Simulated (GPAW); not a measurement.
Crystal: CdSe.

```
CELL_PARAMETERS angstrom
0.00000 3.07027 3.07027
3.07027 0.00000 3.07027
3.07027 3.07027 0.00000
ATOMIC_POSITIONS crystal
Cd 0.00000 0.00000 0.00000
Se 0.75000 0.75000 0.75000
```

Measurements of this composition are mostly on another form, of space group No. 186.

Base run:

```yaml
Program: GPAW 26.7.0
Functional: OLYP
Potentials_or_basis: PAW data sets generated in the run's folder for this functional
Cutoff: 600 eV
Basis: pw
k_mesh: 6 × 6 × 6
Occupations: fermi-dirac, width 0.05 eV
Spin: spin-orbit coupling, no magnetisation
```

Its results: band gap on the k mesh 0.89 eV, direct; pressure 2.9 GPa.

Question: The run is repeated on the same cell with these changes: functional from OLYP to WC. What comes out?

Answer: Band gap on the k mesh 0.26 eV, direct; pressure -1.5 GPa.

WC binds more tightly than OLYP, so the same cell stands under less pressure.

Caveats: spin-orbit coupling was added after a scalar SCF, so levels and gaps hold it while energy, forces, pressure and moments don't; this program's spin-orbit splittings come out too wide for heavy elements.
